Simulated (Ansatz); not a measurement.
Runs of Ansatz 0.2.0 on TaS2. Symmetry: P-3m1, No. 164, trigonal system. The conventional cell has a = 3.350 Å, b = 3.350 Å, c = 5.860 Å, α = 90.00°, β = 90.00°, γ = 120.00°. Ta (site symmetry -3m) is surrounded by 6 S at 2.43 Å. Around S (site symmetry 3m) lie 3 Ta at 2.43 Å. 

| task | level | potentials or basis | U | k mesh | cutoff (eV) | atoms under strain | points for each segment of the path | hubbard projectors | double counting | gap on the mesh (eV) | pressure (GPa) | largest force (eV/Å) |
| --- | --- | --- | --- | --- | --- | --- | --- | --- | --- | --- | --- | --- |
| elastic constants | LDA | Ansatz PAW | - | 8 × 8 × 4 | 420 | relaxed | - | - | - | none | (a) | - |
| band structure | PBEsol+U | Ansatz PAW | Ta d U = 6 eV | 9 × 9 × 5 | 420 | - | 14 | ortho-atomic (the default) | fll (the default) | none | 7.8 | 1.12 |
| single point | PBE | Ansatz PAW | - | 9 × 9 × 5 | 600 | - | - | - | - | none | 9.1 | (b) |
| band structure | PBE+U | Ansatz PAW | Ta d U = 8 eV | 9 × 9 × 5 | 420 | - | 14 | ortho-atomic (the default) | fll (the default) | none | 14.3 | 1.32 |
| band structure | PBE | Ansatz NC with PseudoDojo standard (PBE files) | - | 9 × 9 × 5 | 1000 | - | 14 | - | - | none | 9.1 | 1.22 |
| density of states | r2SCAN | Ansatz PAW | - | 9 × 9 × 5 | 500 | - | - | - | - | none | 7.8 | 1.00 |

Alike in all rows: no spin polarisation; cell as given; smearing fermi-dirac 0.05 eV.

Problem. Estimate the missing entries.

Solution. (a) -3.0; (b) 1.23.

Caveats: forces of over 1 eV/Å show positions far from the minimum, so gaps and moduli don't describe the material at rest (some runs); this functional lacks dispersion, which binds the layers, so the pressure and a relaxed spacing across them are unreliable (some runs); the PAW data sets come from PBE, with cores solved anew for the run's functional, which leaves a small shift of forces and pressure (some runs); spin-orbit coupling is left out, which moves the levels of the heavy elements (some runs); U without spin polarisation on a metal has little footing (some runs); the cell is more than 3 GPa from zero pressure, which shifts response properties (some runs); elastic constants of metals need much finer meshes, so these are rough (some runs).

A k mesh can miss the band edges, and the runs leave out spin-orbit coupling on Ta.

A gap of «none» marks a metal or a gap under the smearing width.

The runs don't all hold the same shells in valence.
